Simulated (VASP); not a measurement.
Runs of VASP 6.6.1 on InP. Symmetry: F-43m, No. 216, cubic system. The conventional cell has a = 5.868 Å, b = 5.868 Å, c = 5.868 Å, α = 90.00°, β = 90.00°, γ = 90.00°. In (site symmetry -43m) is surrounded by 4 P at 2.54 Å. P (site symmetry -43m) is surrounded by 4 In at 2.54 Å. The cell was built by a generator and isn't the measured one.

```csv
cell,P gpa,target pressure,gap on the mesh (eV),pressure (GPa)
relaxed to 8.2 GPa,8.2,8.2 GPa,(a),8.2
relaxed to 2.5 GPa,2.5,2.5 GPa,1.24,2.5
relaxed,0,-,1.04,0.0
relaxed to 5 GPa,5,5 GPa,1.41,5.0
```

Alike in all rows: task relaxation of cell and atoms; level r2SCAN; potentials or basis VASP PAW PBE potentials, release 64 (In_d, P); no spin polarisation; k mesh 10 × 10 × 10; cutoff (eV) 600; smearing fermi-dirac 0.05 eV.

Task: Fill in the values left out.

Result: (a) 1.60.

Caveats: the PAW data sets were made with another functional, which shifts forces and pressure a little; spin-orbit coupling is left out, which moves the levels of the heavy elements; the cell is relaxed towards a set pressure, so the enthalpy falls and the energy may rise (some runs).

A k mesh can miss the band edges, and the runs leave out spin-orbit coupling on In.
